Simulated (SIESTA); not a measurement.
Crystal: Sb.

```
CELL_PARAMETERS angstrom
-1.87134 1.87134 1.87134
1.87134 -1.87134 1.87134
1.87134 1.87134 -1.87134
ATOMIC_POSITIONS crystal
Sb 0.00000 0.00000 0.00000
```

This isn't the form of Sb at room conditions, which is rhombohedral.

| Quantity | Value |
| --- | --- |
| Program | SIESTA 5.4.2 |
| Task | relaxation of cell and atoms |
| Functional | PBE |
| Potentials or basis | PseudoDojo 0.4 standard (PBE files) |
| Basis | DZDP (energy shift 0.003 Ry; two zetas on semicore shells) |
| Grid cutoff | 500 Ry |
| Energy shift | 0.003 Ry |
| k mesh | 10 × 10 × 10 |
| Occupations | fermi-dirac, width 0.05 eV |
| Spin | no spin polarisation |

At the start: pressure 4.6 GPa; volume 26.21 Å³/atom.

Question: Where does the relaxation end?

Answer: Over 4 steps the energy falls by 22.8 meV/atom and the volume is 28.03 Å³/atom (+6.9 %); space group Im-3m (No. 229, to 0.05 Å).

Step by step:
```csv
step,energy change (eV),largest force (eV/Å),pressure (GPa),volume (Å³)
1,0.0000,0.0000,4.59,26.21
2,-0.0173,0.0000,2.05,27.13
3,-0.0200,0.0000,-1.30,28.65
4,-0.0228,0.0000,-0.05,28.03
```

Final structure:
```
Sb
1.0
    -1.91393    1.91364    1.91364
     1.91364   -1.91393    1.91364
     1.91364    1.91364   -1.91393
Sb
1
Direct
  0.00000 0.00000 0.00000
```

Caveat: the basis of atomic orbitals isn't converged, which shifts pressures, moduli and gaps.
